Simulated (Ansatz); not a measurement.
**Squeezing and shearing glassy Al2O3 (180 atoms)**

How stiff is glassy Al2O3 (180 atoms), and how do its levels respond to strain?

Method: Kohn-Sham DFT, PBE, PAW (set soft_2), plane waves, in Ansatz 0.2.0.

## Step 1: The starting structure

The cell holds 180 atoms: 72 Al and 108 O. Cell: a = 12.596 Å, b = 12.596 Å, c = 12.596 Å, α = 90.0°, β = 90.0°, γ = 90.0°. 180 atoms (72 Al, 108 O) placed at random at 3.05 g/cm³, melted at 4500 K for 20 ps at fixed volume with the Morse and Coulomb pair potential with partial charges (Pedone, Malavasi, Menziani, Cormack and Segre, J. Phys. Chem. B 110, 11780 (2006)). Quenched from 4500 K to 300 K at 20 K/ps and fixed volume, held 5 ps. The starting density is a measured one.

What the set-up can't give: The quench rate of 20 K/ps is many orders above laboratory rates, so the cell is likely richer in defects and strain than a real sample. The starting topology of bonds comes from the classical model, and needn't be the one that DFT or experiment would give. The Brillouin zone is sampled at Γ only.

## Step 2: Single point at the start

A single point comes first, to see the forces before anything moves.

Contents of input.yaml:

```yaml
crystal:
  lattice:
    - [12.5958, 0.0, 0.0]
    - [0.0, 12.5958, 0.0]
    - [0.0, 0.0, 12.5958]
  atoms:
    - { symbol: Al, position: [0.09844, 0.35257, 0.8387] }
    - { symbol: Al, position: [0.63482, 0.66544, 0.25388] }
    - { symbol: Al, position: [0.86758, 0.36187, 0.7569] }
    - { symbol: Al, position: [0.92127, 0.41456, 0.98736] }
    - { symbol: Al, position: [0.47199, 0.66721, 0.40301] }
    - { symbol: Al, position: [0.22901, 0.5698, 0.77552] }
    - { symbol: Al, position: [0.94924, 0.81588, 0.67912] }
    - { symbol: Al, position: [0.31596, 0.52431, 0.01444] }
    - { symbol: Al, position: [0.53604, 0.65996, 0.96498] }
    - { symbol: Al, position: [0.82184, 0.52958, 0.31438] }
    - { symbol: Al, position: [0.21902, 0.123, 0.81561] }
    - { symbol: Al, position: [0.31332, 0.93582, 0.12234] }
    - { symbol: Al, position: [0.99822, 0.14109, 0.72606] }
    - { symbol: Al, position: [0.1506, 0.92797, 0.95966] }
    - { symbol: Al, position: [0.43311, 0.25217, 0.78411] }
    - { symbol: Al, position: [0.09677, 0.42427, 0.51597] }
    - { symbol: Al, position: [0.44478, 0.07908, 0.53462] }
    - { symbol: Al, position: [0.5131, 0.41166, 0.97793] }
    - { symbol: Al, position: [0.80821, 0.58622, 0.67625] }
    - { symbol: Al, position: [0.92797, 0.06018, 0.47744] }
    - { symbol: Al, position: [0.69168, 0.52859, 0.85164] }
    - { symbol: Al, position: [0.10083, 0.62934, 0.43104] }
    - { symbol: Al, position: [0.6795, 0.186, 0.77958] }
    - { symbol: Al, position: [0.79049, 0.16323, 0.5982] }
    - { symbol: Al, position: [0.58165, 0.85669, 0.10955] }
    - { symbol: Al, position: [0.60167, 0.39572, 0.67707] }
    - { symbol: Al, position: [0.18034, 0.76117, 0.63149] }
    - { symbol: Al, position: [0.91103, 0.93986, 0.89069] }
    - { symbol: Al, position: [0.89529, 0.74541, 0.35128] }
    - { symbol: Al, position: [0.42914, 0.16404, 0.18941] }
    - { symbol: Al, position: [0.89799, 0.29668, 0.4032] }
    - { symbol: Al, position: [0.62329, 0.10449, 0.01572] }
    [... 142 atom lines left out ...]
    - { symbol: O, position: [0.20658, 0.89103, 0.39632] }
    - { symbol: O, position: [0.8942, 0.71165, 0.21624] }
    - { symbol: O, position: [0.4678, 0.84475, 0.19663] }
    - { symbol: O, position: [0.98504, 0.09097, 0.15403] }
    - { symbol: O, position: [0.00287, 0.9348, 0.99709] }
    - { symbol: O, position: [0.06912, 0.8403, 0.60198] }
kpoints:
  mp_grid: { grid: [1, 1, 1] }
hamiltonian:
  xc: pbe
scf:
  occupations: { method: gaussian, width: 0.025 }
output:
  forces: true
```

On the command line:

```sh
$ ansatz run input.yaml --threads 4 --pin off --max-ram 8192MiB --backend cpu --events-out ev --progress --plain --runs-dir out
```

Numbers of over 12 decimals in the logs are rounded to 6 here.

The program printed:

```text
Engine: ansatz 0.2.0, aarch64-unknown-linux-gnu
Pseudopotentials: kind: paw
Pseudopotential: Al, paw, valence charge 3, recommended cutoff 420 eV (normal), Al.paw.azcp
Pseudopotential: O, paw, valence charge 6, recommended cutoff 420 eV (normal), O.paw.azcp
[... 5 lines on functional and potentials left out ...]
Crystal: 180 atoms, lattice volume = 1998.376 Å³
Basis set: ecut = 420 eV, 39127 PW (Γ), exchange–correlation on 180×180×180 points (8 copies of the dense FFT grid, shifted against one another)
Bands: 612, of which v1, the nominal top of the filled ones, is band 432 counted from 1 (431 counted from 0)
Symmetry: 1 space group operations
Space group: P1 (ITA 1), of the structure as read, at distance tolerance 1.3e-4 Å
k-points: 1
[... 5 lines on functional and potentials left out ...]
Initial density: superposition of atomic densities (neutral atoms: chi_scale 0, normalization atom), corrected by the library's trained network
Initial wavefunctions: pseudopotential atomic-orbital guess
Functional: x = pbe(κ = 0.804, μ = 0.219515), c = pbe(β = 0.066725)
SCF iter   1: F=—  HF=-100217.537184 eV  |F-HF|=—  |Δ(HF+E_count)|=         —  Δρ=2.47e-3  dr2=1.90e-1  ethr=1.77e-3  ⟨swp⟩=6.0  Hψ=2744  notcnv=0  defer=77
preconditioner: auto → Resta (q_TF=auto, 2.372 Å⁻¹)  ε∞=3.5  [insulator: Δε(μ)=3.055 eV  Ē_g=15.534 eV  σ=0.025 eV  W_gap=1.00  n_scr=460 (ndim 8)  ℏωp=24.4 eV  f_vac=0.036  D(μ)=0.00/eV (n_scr^D=0)  ε∞_Penn≈3.5]
SCF iter   2: F=—  HF=-100217.512047 eV  |F-HF|=—  |Δ(HF+E_count)|=   2.51e-2  Δρ=1.34e-3  dr2=4.52e-2  ethr=2.20e-5  ⟨swp⟩=2.0  Hψ=1143  notcnv=0  defer=173
SCF iter   3: F=—  HF=-100217.513582 eV  |F-HF|=—  |Δ(HF+E_count)|=   1.53e-3  Δρ=5.96e-4  dr2=1.21e-2  ethr=5.23e-6  ⟨swp⟩=2.0  Hψ=787  notcnv=0  defer=61
automatic band count: iteration 3 solves 500 bands in place of 612: the levels show a gap, and the empty bands left out lie too high to hold charge; the band table lists the bands solved (type scf.n_extra_bands for more)
SCF iter   4: F=—  HF=-100217.512637 eV  |F-HF|=—  |Δ(HF+E_count)|=   9.45e-4  Δρ=1.85e-4  dr2=7.09e-4  ethr=1.40e-6  ⟨swp⟩=2.0  Hψ=790  notcnv=0  defer=61
SCF iter   5: F=—  HF=-100217.512768 eV  |F-HF|=—  |Δ(HF+E_count)|=   1.32e-4  Δρ=1.27e-4  dr2=2.53e-4  ethr=8.21e-8  ⟨swp⟩=2.0  Hψ=827  notcnv=0  defer=61
SCF iter   6: F=—  HF=-100217.512750 eV  |F-HF|=—  |Δ(HF+E_count)|=   1.78e-5  Δρ=2.53e-5  dr2=1.34e-5  ethr=2.93e-8  ⟨swp⟩=2.0  Hψ=817  notcnv=0  defer=61
SCF iter   7: F=—  HF=-100217.512956 eV  |F-HF|=—  |Δ(HF+E_count)|=   2.05e-4  Δρ=1.20e-5  dr2=2.44e-6  ethr=1.55e-9  ⟨swp⟩=2.0  Hψ=932  notcnv=0  defer=61
SCF iter   8: F=—  HF=-100217.512957 eV  |F-HF|=—  |Δ(HF+E_count)|=   1.66e-6  Δρ=6.87e-6  dr2=7.83e-7  ethr=2.82e-10  ⟨swp⟩=2.0  Hψ=870  notcnv=0  defer=61
SCF iter   9: F=-100217.512958 eV  HF=-100217.512958 eV  |F-HF|=2.63e-8  |Δ(HF+E_count)|=   1.60e-7  Δρ=1.61e-6  dr2=4.77e-8  ethr=1.16e-11  ⟨swp⟩=2.0  Hψ=1742  notcnv=0
SCF 1 converged in 9 iterations: F = -100217.512958 eV  dr2 = 4.77e-8
  greatest PAW one-centre occupation: 0.866 electrons in one spin orbital (limit 2), on the O atom at site 136 (counted from 0), in its partial waves of l = 0
SCF converged after 9 iterations
Free energy (F): -100217.512958 eV
Harris-Foulkes:  -100217.512958 eV  (|F-HF|=2.63e-8)
Internal energy: -100217.512958 eV  (E = F + TS)
E sigma→0 (E₀):  -100217.512958 eV
Fermi energy:    7.061336 eV
--- Per-component energies (eV) ---
  E_band       = -1462.597014
  E_kinetic    = 21101.223252
  E_local      = -47038.918010  (includes V_loc(G=0)·N_el)
  E_nonlocal   = 5891.911863
  E_hartree    = 17610.982594
  E_xc         = -10959.692029
  E_vxc        = -12422.838896  (∫ρ·V_xc dr)
  E_paw        = -50809.076080  (= ΣΔE_a)
  E_vpaw       = -4216.198940  (= ΣTr[D̂ρ^β])
  E_aug_tail   = 0.272597  (compensation charges beyond the density's cutoff)
  E_ewald      = -36014.217144
  E_smearing   = -0.000000  (= −TS)
  E_closure    = 0.000000  (closes the sum)
  Σ components = -100217.512958   (vs F -100217.512958, Δ=0.00e0)
--- Forces (eV/Å), atoms counted from 1 ---
  atom   1  Al     2.01038117    -0.39720712     1.08993787
  atom   2  Al    -0.01710857    -0.45553787    -1.67256275
  atom   3  Al     0.30942025     0.44310939     1.32543071
  atom   4  Al    -0.37880659    -0.09418881     0.60605420
  atom   5  Al    -0.64967520    -0.94997153     0.39307761
  atom   6  Al     0.19240359     0.37041740     1.52992811
  atom   7  Al     1.29491167    -0.58785780     0.79038507
  atom   8  Al    -2.47197098     0.70371711     0.99469689
  atom   9  Al     0.82626001    -0.32400751    -0.98997208
  atom  10  Al    -0.18235523     0.95566904     1.34729506
  atom  11  Al     1.12394298    -1.32168640     0.24163203
  atom  12  Al    -0.74605589    -0.62560013    -1.70543631
  atom  13  Al     0.65844544     1.02729199     0.38095027
  atom  14  Al    -2.97312672    -1.36769369     1.56833331
[...]
atom 179  O      0.84670575    -0.26924510    -0.33338252
  atom 180  O     -0.34163845    -0.17906328     0.23737187
  max |Σ_I F_I| component: 1.33e-4 eV/Å
```

The job ended after 61 s (4 threads of Arm Neoverse N1, shared host; peak memory 3 GiB).

The r.m.s. force at the start is 0.96 eV/Å.

## Step 3: Cell and atoms relaxed

The cell is relaxed with the atoms, since the starting lattice needn't suit this functional.

Contents of input.yaml:

```yaml
crystal:
  lattice:
    - [12.5958, 0.0, 0.0]
    - [0.0, 12.5958, 0.0]
    - [0.0, 0.0, 12.5958]
  atoms:
    [... the 180 atom lines of step 2 ...]
kpoints:
  mp_grid: { grid: [1, 1, 1] }
hamiltonian:
  xc: pbe
scf:
  occupations: { method: gaussian, width: 0.025 }
output:
  forces: true
relax:
  f_tol: 0.05
  max_steps: 150
  cell: {}
```

The program printed:

```text
[...]
Crystal: 180 atoms, lattice volume = 1998.376 Å³
Basis set: ecut = 420 eV, 39127 PW (Γ), exchange–correlation on 180×180×180 points (8 copies of the dense FFT grid, shifted against one another)
Bands: 612, of which v1, the nominal top of the filled ones, is band 432 counted from 1 (431 counted from 0)
Symmetry: 1 space group operations
[...]
k-points: 1
[...]
SCF iter   1: F=—  HF=-100217.537183 eV  |F-HF|=—  |Δ(HF+E_count)|=         —  Δρ=2.47e-3  dr2=1.90e-1  ethr=1.77e-3  ⟨swp⟩=6.0  Hψ=2744  notcnv=0  defer=77
[...]
SCF iter   8: F=—  HF=-100217.512957 eV  |F-HF|=—  |Δ(HF+E_count)|=   1.64e-6  Δρ=6.84e-6  dr2=7.77e-7  ethr=2.84e-10  ⟨swp⟩=2.0  Hψ=870  notcnv=0  defer=173
SCF iter   9: F=-100217.512958 eV  HF=-100217.512958 eV  |F-HF|=2.61e-8  |Δ(HF+E_count)|=   1.65e-7  Δρ=1.59e-6  dr2=4.66e-8  ethr=1.16e-11  ⟨swp⟩=2.0  Hψ=1854  notcnv=0
SCF 1 converged in 9 iterations: F = -100217.512958 eV  dr2 = 4.66e-8
[...]
relax step   1: F+E_penalty+E_count = -100217.51295754 eV  Δ(F+E_penalty+E_count) = +0.000e0 eV  max|allowed force component| = 3.141e0 eV/Å  Δτ_max = 0.0000 Å  P = +4.442 GPa  Ω = 1998.376 Å³  (9 SCF iters, dr2 threshold 1.00e-7 eV, accepted)
[... from here on, the SCF cycles and remarks between the steps are left out ...]
relax step   2: F+E_penalty+E_count = -100223.62982333 eV  Δ(F+E_penalty+E_count) = -6.117e0 eV  max|allowed force component| = 2.027e0 eV/Å  Δτ_max = 0.1208 Å  P = +2.107 GPa  Ω = 2011.593 Å³  energy of the carried Pulay correction = -5.280e-2 eV  (7 SCF iters, dr2 threshold 1.80e-5 eV, accepted)
relax step   3: F+E_penalty+E_count = -100228.14985241 eV  Δ(F+E_penalty+E_count) = -4.520e0 eV  max|allowed force component| = 3.550e-1 eV/Å  Δτ_max = 0.2000 Å  P = +0.295 GPa  Ω = 2013.085 Å³  energy of the carried Pulay correction = -5.874e-2 eV  (7 SCF iters, dr2 threshold 1.80e-5 eV, accepted)
relax step   4: F+E_penalty+E_count = -100228.49892655 eV  Δ(F+E_penalty+E_count) = -3.491e-1 eV  max|allowed force component| = 1.316e-1 eV/Å  Δτ_max = 0.2000 Å  P = -0.038 GPa  Ω = 2012.128 Å³  energy of the carried Pulay correction = -5.493e-2 eV  (7 SCF iters, dr2 threshold 7.88e-6 eV, accepted)
relax step   5: F+E_penalty+E_count = -100228.61236086 eV  Δ(F+E_penalty+E_count) = -1.134e-1 eV  max|allowed force component| = 1.303e-1 eV/Å  Δτ_max = 0.2000 Å  P = +0.060 GPa  Ω = 2011.270 Å³  energy of the carried Pulay correction = -5.151e-2 eV  (8 SCF iters, dr2 threshold 1.08e-6 eV, accepted)
relax step   6: F+E_penalty+E_count = -100228.75552373 eV  Δ(F+E_penalty+E_count) = -1.432e-1 eV  max|allowed force component| = 1.413e-1 eV/Å  Δτ_max = 0.2000 Å  P = +0.005 GPa  Ω = 2013.410 Å³  energy of the carried Pulay correction = -6.003e-2 eV  (8 SCF iters, dr2 threshold 1.06e-6 eV, accepted)
relax step   7: F+E_penalty+E_count = -100228.78820063 eV  Δ(F+E_penalty+E_count) = -3.268e-2 eV  max|allowed force component| = 3.575e-2 eV/Å  Δτ_max = 0.1018 Å  P = -0.014 GPa  Ω = 2012.874 Å³  energy of the carried Pulay correction = -5.790e-2 eV  (7 SCF iters, dr2 threshold 1.25e-6 eV, accepted)
relax step   8: F+E_penalty+E_count = -100228.86759832 eV  Δ(F+E_penalty+E_count) = -7.940e-2 eV  max|allowed force component| = 3.638e-2 eV/Å  Δτ_max = 0.0000 Å  P = +0.072 GPa  Ω = 2012.874 Å³  stress off target by 2.83e-1 GPa  SCF on the basis re-selected at this cell (its energy is not comparable with the rows above)  (7 SCF iters)
relax step   9: F+E_penalty+E_count = -100228.86551658 eV  Δ(F+E_penalty+E_count) = +2.082e-3 eV  max|allowed force component| = 2.032e-2 eV/Å  Δτ_max = 0.0284 Å  P = -0.011 GPa  Ω = 2014.800 Å³  energy of the carried Pulay correction = -7.848e-3 eV  (7 SCF iters, dr2 threshold 2.00e-7 eV, accepted)
relax step  10: F+E_penalty+E_count = -100228.86781448 eV  Δ(F+E_penalty+E_count) = -2.298e-3 eV  max|allowed force component| = 1.134e-2 eV/Å  Δτ_max = 0.0171 Å  P = +0.001 GPa  Ω = 2014.425 Å³  energy of the carried Pulay correction = -6.319e-3 eV  (8 SCF iters, dr2 threshold 1.04e-8 eV, accepted)
relax step  11: F+E_penalty+E_count = -100228.87698820 eV  Δ(F+E_penalty+E_count) = -9.174e-3 eV  max|allowed force component| = 1.136e-2 eV/Å  Δτ_max = 0.0000 Å  P = +0.003 GPa  Ω = 2014.425 Å³  stress off target by 3.08e-2 GPa  SCF on the basis re-selected at this cell (its energy is not comparable with the rows above)  (5 SCF iters)
[...]
SCF converged after 5 iterations
Free energy (F): -100228.876988 eV
[...]
Internal energy: -100228.876988 eV  (E = F + TS)
E sigma→0 (E₀):  -100228.876988 eV
Fermi energy:    6.777814 eV
[...]
Σ components = -100228.876988   (vs F -100228.876988, Δ=0.00e0)
--- Forces (eV/Å), atoms counted from 1 ---
  atom   1  Al    -0.00345521    -0.00068085     0.00181507
  atom   2  Al    -0.00183057    -0.00399504     0.00709914
  atom   3  Al    -0.00229810     0.00218591     0.00042188
  atom   4  Al     0.00190289    -0.00155595    -0.00395894
[...]
atom 180  O      0.00091738    -0.00129090     0.00146731
  max |Σ_I F_I| component: 2.60e-5 eV/Å
--- Stress (GPa, compression-positive) ---
        0.019287      -0.010525       0.018346
       -0.010523      -0.000473       0.002211
        0.018351       0.002197      -0.008336
  P = ⅓ Tr σ = 0.0035 GPa (0.035 kbar)
--- Relaxed structure (9 steps of the walk, 9 accepted, 2 SCFs on fresh bases) ---
  F+E_penalty+E_count = -100228.87698820 eV   max|allowed force component| = 1.136e-2 eV/Å   (the final SCF, on the basis selected at the relaxed cell)
  cell:  # Å, volume = 2014.4247 Å³
    - [12.806821, -0.102125, 0.142029]
    - [-0.102125, 12.537430, -0.021922]
    - [0.142029, -0.021922, 12.548306]
  atoms:
    - { symbol: Al, position: [0.108080, 0.344872, 0.836254] }
    - { symbol: Al, position: [0.628155, 0.669532, 0.244834] }
    - { symbol: Al, position: [0.870146, 0.354505, 0.759554] }
    - { symbol: Al, position: [0.927529, 0.414123, 0.984816] }
[...]
- { symbol: O, position: [0.069229, 0.839646, 0.606812] }
```

The job ended after 12 min (4 threads; peak memory 3.2 GiB).

The relaxation converged after 9 steps, with a largest force component of 0.011 eV/Å.

(Part 1 of 3 ends here.)

[Logs are printed without paths, hosts, clocks, repeated set-up lines and the standing remarks that a program may print on its own settings, such as how far it seeks lower states.]

[Hosts, paths, dates, database ids (printed as entryN), source tags and the programs' standing remarks are cut or masked in the printed files.]
